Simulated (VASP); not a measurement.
As, 1 atom in the cell. It takes space group Fm-3m (No. 225, cubic). The conventional cell has a = 4.233 Å, b = 4.233 Å, c = 4.233 Å, α = 90.00°, β = 90.00°, γ = 90.00°. As (site symmetry m-3m) is surrounded by 12 As at 2.99 Å. This isn't the form of As at room conditions, which is rhombohedral.

- Program: VASP 6.6.1
- Task: single point
- Functional: RPBE
- Potentials or basis: VASP PAW PBE potentials, release 64 (As)
- Cutoff: 520 eV
- k mesh: 14 × 14 × 14
- Occupations: fermi-dirac, width 0.1 eV
- Spin: no spin polarisation
- Dipole correction: no
- Further INCAR settings: ALGO = Fast; EDIFF = 1e-07; NBANDS = 8

Potentials or basis: VASP PAW PBE potentials, release 64 (As).

Launch:

```sh
$ cat potpaw_PBE.64/As/POTCAR > POTCAR
$ mpirun -np 1 vasp_std > vasp.out
```

Hardware: 1 thread of Intel(R) Xeon(R) Platinum 8259CL CPU @ 2.50GHz (Skylake/Cascade Lake), on a shared host.

How long does it take, and how much memory?

Run time: 14 s on 1 thread of Intel(R) Xeon(R) Platinum 8259CL CPU @ 2.50GHz (Skylake/Cascade Lake), on a shared host, peak memory 0.14 GiB. Counts: scf iterations 12, k points 104.
